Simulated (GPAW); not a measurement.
# WC (Qusongite) (P-6m2) in GPAW: relaxation of cell and atoms with BLYP+D3(BJ)

Aim: the relaxation of cell and atoms of WC (Qusongite) with BLYP+D3(BJ).

Everything below comes from runs of GPAW 26.7.0. Logs are shortened: lines on timing, memory, paths and dates and some standing lists are left out, and cuts for length are marked. The log counts tension as positive stress, the text compression.

## Step 1: Starting point

Symmetry: P-6m2, No. 187, hexagonal system. Conventional cell: a = 2.907 Å, b = 2.907 Å, c = 2.837 Å, α = 90.00°, β = 90.00°, γ = 120.00°. W (site symmetry -6m2) is surrounded by 6 C at 2.20 Å. Around C (site symmetry -6m2) lie 6 W at 2.20 Å.

## Step 2: Relaxation of cell and atoms, BLYP+D3(BJ)

Input file run.py:

```python
from ase.calculators.mixing import SumCalculator
from ase.filters import FrechetCellFilter
from ase.io import read, write
from ase.optimize import LBFGS
from dftd3.ase import DFTD3
from gpaw import GPAW, PW, setup_paths

setup_paths.insert(0, '.')

atoms = read('POSCAR')

calc = GPAW(mode=PW(800),
            xc='BLYP',
            kpts={'size': (10, 10, 9), 'gamma': True},
            occupations={'name': 'fermi-dirac', 'width': 0.05},
            nbands=19,
            convergence={'density': 1e-05, 'forces': 0.0001},
            eigensolver='davidson',
            maxiter=150,
            txt='gpaw.txt')
atoms.calc = SumCalculator([calc, DFTD3(method='blyp', damping='d3bj')])
opt = LBFGS(FrechetCellFilter(atoms), trajectory='relax.traj', logfile='-')
done = opt.run(fmax=0.05, steps=100)
calc.write('gs.gpw')
write('result.traj', atoms)
print('Converged:', done)
print('Cell:', atoms.cell.cellpar().round(4))
print('Volume:', round(atoms.get_volume(), 4))
print(atoms.get_scaled_positions().round(5))
```

Input file POSCAR:

```
WC
1.0
    2.9065000000      0.0000000000      0.0000000000
   -1.4532500000      2.5171028361      0.0000000000
    0.0000000000      0.0000000000      2.8366000000
W C
1 1
Direct
    0.0000000000      0.0000000000      0.0000000000
    0.6666666667      0.3333333333      0.5000000000
```

Potentials or basis: PAW data sets generated in the run's folder for this functional, pw.

The run is started by

```sh
$ gpaw-setup -f BLYP C W
$ OMP_NUM_THREADS=1 python run.py
```

gpaw.txt:

```text
__  _  _
 | _ |_)|_||  |
 |__||  | ||/\| - 26.7.0

Input parameters:
  mode=PW(ecut=800.0),
  convergence={'density': 1e-05, 'forces': 0.0001},
  eigensolver=Davidson(niter=2),
  kpts=MonkhorstPack(size=(10, 10, 9), gamma=True),
  maxiter=150,
  nbands=19,
  occupations=Occupations(name='fermi-dirac', width=0.05),
  xc=XC(name='BLYP')

Diagonalizing LCAO Hamiltonian
Converting LCAO to pw mode

           C

       W

Atoms  # Å, Bohr magnetons
|   | symbol |        x |        y |        z |    initial magnetic moments |
|---|--------|----------|----------|----------|-----------------------------|
| 0 |      W | 0.000000 | 0.000000 | 0.000000 | ( 0.0000,  0.0000,  0.0000) |
| 1 |      C | 1.453250 | 0.839034 | 1.418300 | ( 0.0000,  0.0000,  0.0000) |

Unit cell  # Å
| periodic |         x |        y |        z |  lengths |     angles |
|----------|-----------|----------|----------|----------|------------|
|      yes |  2.906500 | 0.000000 | 0.000000 | 2.906500 |  90.000000 |
|      yes | -1.453250 | 2.517103 | 0.000000 | 2.906500 |  90.000000 |
|      yes |  0.000000 | 0.000000 | 2.836600 | 2.836600 | 120.000000 |

Number of symmetries: 12
Symmetry operations  # r_c * U_cc + t_c -> r_c
|    | kind |            matrix            |
|----|------|------------------------------|
|  0 |  σ   |  1, 1, 0,  0,-1, 0,  0, 0, 1 |
|  1 |  C2  |  1, 1, 0,  0,-1, 0,  0, 0,-1 |
|  2 |  E   |  1, 0, 0,  0, 1, 0,  0, 0, 1 |
|  3 |  σ   |  1, 0, 0,  0, 1, 0,  0, 0,-1 |
|  4 |  C3  |  0, 1, 0, -1,-1, 0,  0, 0, 1 |
|  5 |  S3  |  0, 1, 0, -1,-1, 0,  0, 0,-1 |
|  6 |  σ   |  0,-1, 0, -1, 0, 0,  0, 0, 1 |
|  7 |  C2  |  0,-1, 0, -1, 0, 0,  0, 0,-1 |
|  8 |  σ   | -1, 0, 0,  1, 1, 0,  0, 0, 1 |
|  9 |  C2  | -1, 0, 0,  1, 1, 0,  0, 0,-1 |
| 10 |  C3  | -1,-1, 0,  1, 0, 0,  0, 0, 1 |
| 11 |  S3  | -1,-1, 0,  1, 0, 0,  0, 0,-1 |
[... 123 lines left out ...]
xc functional:
  name: BLYP with 2 nearest neighbor stencil

convergence criteria:
- Maximum integral of absolute [dens]ity change: 1e-05 electrons / valence electron
- Maximum change in the atomic [forces] across last 2 cycles: 0.0001 eV/Ang OR
Maximum error relative to the maximum force is below inf
- Maximum [total energy] change in last 3 cyles: 0.0005 eV / valence electron
- Maximum integral of absolute [eigenst]ate change: 4e-08 eV^2 / valence electron
maximum number of iterations: 150

SCF iterations
|iter     | |      energy | eigst |  dens |force |
|---------|-|-------------|-------|-------|------|
|iter:   1| |  -20.400325 | -0.15 |       |      |
|iter:   2| |  -19.857358 | -2.28 | -0.90 |      |
|iter:   3| |  -18.674701 | -1.60 | -0.97 |      |
|iter:   4| |  -18.681228 | -3.56 | -1.69 |      |
|iter:   5| |  -18.691418 | -3.40 | -1.89 |      |
|iter:   6| |  -18.691440 | -5.20 | -2.97 |      |
|iter:   7| |  -18.691443c| -6.29 | -3.49 |      |
|iter:   8| |  -18.691443c| -7.87c| -4.30 |      |
|iter:   9| |  -18.691443c| -8.79c| -4.83 |      |
|iter:  10| |  -18.691443c| -9.91c| -5.67c|      |
|iter:  11| |  -18.691443c|-11.51c| -6.47c|-16.53c|

Converged in 11 steps
Energy contributions relative to reference atoms: (reference = -439826.500658)

Energy contributions:
  Kinetic:          25.590926
  Coulomb:         -26.294643
  Zero:              0.008260
  External:          0.000000
  Xc:              -17.994909
  Entropy:          -0.002152
  Spinorbit:         0.000000
  ----------------------------
  Free energy:     -18.692519
  Extrapolated:    -18.691443
[... 26 lines left out ...]
No gap
No difference between direct/indirect transitions

Stress tensor  # eV/Ang^3
|         x |         y |         z |
|-----------|-----------|-----------|
| -0.103874 | -0.000000 |  0.000000 |
|  0.000000 | -0.103874 |  0.000000 |
|  0.000000 |  0.000000 | -0.092372 |

Forces  # eV/Ang
|        x |       y |       z |
|----------|---------|---------|
| -0.00000 | 0.00000 | 0.00000 |  # W    0
| -0.00000 | 0.00000 | 0.00000 |  # C    1

Interpolating wave functions to new cell

           C

       W

Atoms  # Å, Bohr magnetons
|   | symbol |         x |        y |         z |    initial magnetic moments |
|---|--------|-----------|----------|-----------|-----------------------------|
| 0 |      W | -0.000000 | 0.000000 | -0.000000 | ( 0.0000,  0.0000,  0.0000) |
| 1 |      C |  1.452801 | 0.838775 |  1.416997 | ( 0.0000,  0.0000,  0.0000) |

Unit cell  # Å
| periodic |         x |        y |        z |  lengths |     angles |
|----------|-----------|----------|----------|----------|------------|
|      yes |  2.905602 | 0.000000 | 0.000000 | 2.905602 |  90.000000 |
|      yes | -1.452801 | 2.516325 | 0.000000 | 2.905602 |  90.000000 |
|      yes |  0.000000 | 0.000000 | 2.833994 | 2.833994 | 120.000000 |

Number of symmetries: 12
Symmetry operations  # r_c * U_cc + t_c -> r_c
|    | kind |            matrix            |
|----|------|------------------------------|
|  0 |  σ   |  1, 1, 0,  0,-1, 0,  0, 0, 1 |
|  1 |  C2  |  1, 1, 0,  0,-1, 0,  0, 0,-1 |
|  2 |  E   |  1, 0, 0,  0, 1, 0,  0, 0, 1 |
|  3 |  σ   |  1, 0, 0,  0, 1, 0,  0, 0,-1 |
|  4 |  C3  |  0, 1, 0, -1,-1, 0,  0, 0, 1 |
|  5 |  S3  |  0, 1, 0, -1,-1, 0,  0, 0,-1 |
|  6 |  σ   |  0,-1, 0, -1, 0, 0,  0, 0, 1 |
|  7 |  C2  |  0,-1, 0, -1, 0, 0,  0, 0,-1 |
|  8 |  σ   | -1, 0, 0,  1, 1, 0,  0, 0, 1 |
|  9 |  C2  | -1, 0, 0,  1, 1, 0,  0, 0,-1 |
| 10 |  C3  | -1,-1, 0,  1, 0, 0,  0, 0, 1 |
| 11 |  S3  | -1,-1, 0,  1, 0, 0,  0, 0,-1 |
[... 123 lines left out ...]
xc functional:
  name: BLYP with 2 nearest neighbor stencil

convergence criteria:
- Maximum integral of absolute [dens]ity change: 1e-05 electrons / valence electron
- Maximum change in the atomic [forces] across last 2 cycles: 0.0001 eV/Ang OR
Maximum error relative to the maximum force is below inf
- Maximum [total energy] change in last 3 cyles: 0.0005 eV / valence electron
- Maximum integral of absolute [eigenst]ate change: 4e-08 eV^2 / valence electron
maximum number of iterations: 150

SCF iterations
|iter     | |      energy | eigst |  dens |force |
|---------|-|-------------|-------|-------|------|
|iter:   1| |  -18.688266 |       |       |      |
|iter:   2| |  -18.688254 | -6.15 | -3.18 |      |
|iter:   3| |  -18.688209c| -5.66 | -3.22 |      |
|iter:   4| |  -18.688212c| -7.31 | -3.97 |      |
|iter:   5| |  -18.688212c| -8.16c| -4.28 |      |
|iter:   6| |  -18.688212c| -8.41c| -4.57 |      |
|iter:   7| |  -18.688212c| -9.89c| -5.58c|      |
|iter:   8| |  -18.688212c|-11.58c| -6.11c|-16.18c|

Converged in 8 steps
Energy contributions relative to reference atoms: (reference = -439826.500658)

Energy contributions:
  Kinetic:          25.972645
  Coulomb:         -26.617457
  Zero:              0.008231
  External:          0.000000
  Xc:              -18.050548
  Entropy:          -0.002166
  Spinorbit:         0.000000
  ----------------------------
  Free energy:     -18.689295
  Extrapolated:    -18.688212
[... 26 lines left out ...]
No gap
No difference between direct/indirect transitions

Stress tensor  # eV/Ang^3
|         x |         y |         z |
|-----------|-----------|-----------|
| -0.106962 |  0.000000 |  0.000000 |
|  0.000000 | -0.106962 |  0.000000 |
|  0.000000 |  0.000000 | -0.098841 |

Forces  # eV/Ang
|        x |        y |       z |
|----------|----------|---------|
| -0.00000 |  0.00000 | 0.00000 |  # W    0
|  0.00000 | -0.00000 | 0.00000 |  # C    1

Interpolating wave functions to new cell

           C

       W

Atoms  # Å, Bohr magnetons
|   | symbol |         x |        y |        z |    initial magnetic moments |
|---|--------|-----------|----------|----------|-----------------------------|
| 0 |      W | -0.000000 | 0.000000 | 0.000000 | ( 0.0000,  0.0000,  0.0000) |
| 1 |      C |  1.452503 | 0.838603 | 1.415715 | ( 0.0000,  0.0000,  0.0000) |

Unit cell  # Å
| periodic |         x |         y |         z |  lengths |     angles |
|----------|-----------|-----------|-----------|----------|------------|
|      yes |  2.905005 |  0.000000 |  0.000000 | 2.905005 |  90.000000 |
|      yes | -1.452503 |  2.515808 | -0.000000 | 2.905005 |  90.000000 |
|      yes |  0.000000 | -0.000000 |  2.831429 | 2.831429 | 120.000000 |

Number of symmetries: 12
Symmetry operations  # r_c * U_cc + t_c -> r_c
|    | kind |            matrix            |
|----|------|------------------------------|
|  0 |  σ   |  1, 1, 0,  0,-1, 0,  0, 0, 1 |
|  1 |  C2  |  1, 1, 0,  0,-1, 0,  0, 0,-1 |
|  2 |  E   |  1, 0, 0,  0, 1, 0,  0, 0, 1 |
|  3 |  σ   |  1, 0, 0,  0, 1, 0,  0, 0,-1 |
|  4 |  C3  |  0, 1, 0, -1,-1, 0,  0, 0, 1 |
|  5 |  S3  |  0, 1, 0, -1,-1, 0,  0, 0,-1 |
|  6 |  σ   |  0,-1, 0, -1, 0, 0,  0, 0, 1 |
|  7 |  C2  |  0,-1, 0, -1, 0, 0,  0, 0,-1 |
|  8 |  σ   | -1, 0, 0,  1, 1, 0,  0, 0, 1 |
|  9 |  C2  | -1, 0, 0,  1, 1, 0,  0, 0,-1 |
| 10 |  C3  | -1,-1, 0,  1, 0, 0,  0, 0, 1 |
| 11 |  S3  | -1,-1, 0,  1, 0, 0,  0, 0,-1 |
[... 123 lines left out ...]
xc functional:
  name: BLYP with 2 nearest neighbor stencil

convergence criteria:
- Maximum integral of absolute [dens]ity change: 1e-05 electrons / valence electron
- Maximum change in the atomic [forces] across last 2 cycles: 0.0001 eV/Ang OR
Maximum error relative to the maximum force is below inf
- Maximum [total energy] change in last 3 cyles: 0.0005 eV / valence electron
- Maximum integral of absolute [eigenst]ate change: 4e-08 eV^2 / valence electron
maximum number of iterations: 150

SCF iterations
|iter     | |      energy | eigst |  dens |force |
|---------|-|-------------|-------|-------|------|
|iter:   1| |  -18.685363 |       |       |      |
|iter:   2| |  -18.685354 | -6.05 | -3.23 |      |
|iter:   3| |  -18.685320c| -5.73 | -3.27 |      |
|iter:   4| |  -18.685322c| -7.38 | -3.97 |      |
|iter:   5| |  -18.685322c| -8.13c| -4.28 |      |
|iter:   6| |  -18.685322c| -8.45c| -4.57 |      |
|iter:   7| |  -18.685322c| -9.89c| -5.52c|      |
|iter:   8| |  -18.685322c|-11.49c| -6.13c|-16.18c|

Converged in 8 steps
Energy contributions relative to reference atoms: (reference = -439826.500658)

Energy contributions:
  Kinetic:          26.304216
  Coulomb:         -26.897620
  Zero:              0.008188
  External:          0.000000
  Xc:              -18.099016
  Entropy:          -0.002180
  Spinorbit:         0.000000
  ----------------------------
  Free energy:     -18.686412
  Extrapolated:    -18.685322
[... 26 lines left out ...]
No gap
No difference between direct/indirect transitions

Stress tensor  # eV/Ang^3
|         x |         y |         z |
|-----------|-----------|-----------|
| -0.109393 |  0.000000 |  0.000000 |
|  0.000000 | -0.109393 |  0.000000 |
|  0.000000 |  0.000000 | -0.105014 |

Forces  # eV/Ang
|        x |        y |       z |
|----------|----------|---------|
|  0.00000 | -0.00000 | 0.00000 |  # W    0
| -0.00000 |  0.00000 | 0.00000 |  # C    1

# Writing to gs.gpw (mode='')
```

Run time: 49 s. Hardware: 1 thread of Arm Neoverse V1, shared host; peak memory 0.23 GiB.

Results:

```yaml
Free_energy: -20.8413 eV
Relaxed_volume: 10.35 Å³/atom
Relaxed_cell: a = 2.905 Å, b = 2.905 Å, c = 2.831 Å, α = 90.00°, β = 90.00°, γ = 120.00°
Space_group_after_relaxing_to_0.05_Å: P-6m2 (No. 187)
Energy_gained_by_relaxing: 0.1 meV/atom
Ionic_steps: 3
Pressure_after_relaxing: 0.1 GPa
Band_gap_on_the_k_mesh: none (metal or under the smearing width)
Dispersion_energy_per_atom: -1.077 eV
```

The path:
| step | energy change (eV) | largest force (eV/Å) | pressure (GPa) | volume (Å³) |
| --- | --- | --- | --- | --- |
| 1 | 0.0000 | 0.0000 | -1.11 | 20.75 |
| 2 | -0.0002 | 0.0000 | -0.49 | 20.72 |
| 3 | -0.0002 | 0.0000 | 0.05 | 20.69 |

Final structure:
```cif
data_structure
_symmetry_space_group_name_H-M 'P 1'
_symmetry_Int_Tables_number 1
_cell_length_a 2.9050
_cell_length_b 2.9050
_cell_length_c 2.8314
_cell_angle_alpha 90.000
_cell_angle_beta 90.000
_cell_angle_gamma 120.000
_cell_volume 20.69
loop_
_atom_site_label
_atom_site_type_symbol
_atom_site_fract_x
_atom_site_fract_y
_atom_site_fract_z
_atom_site_occupancy
W1 W 0.00000 0.00000 0.00000 1
C1 C 0.66667 0.33333 0.50000 1
```

Levels at points of the mesh, in eV from the Fermi level:
```
           k point  band 5  band 6  band 7  band 8  band 9  band 10  band 11  band 12  band 13  band 14
(0.00, 0.00, 0.00)  -14.28   -4.21   -3.33   -3.33    0.09     3.20     3.20     5.56     5.56     6.57
(0.50, 0.50, 0.00)  -11.03   -6.86   -3.61   -3.46   -0.48     2.33     4.48     4.80     6.87     9.98
```

Caveat: later steps reuse the first step's grids; pairwise dispersion overbinds metals, which lowers pressure and volume. Spin-orbit coupling is left out, which matters for the levels of W.
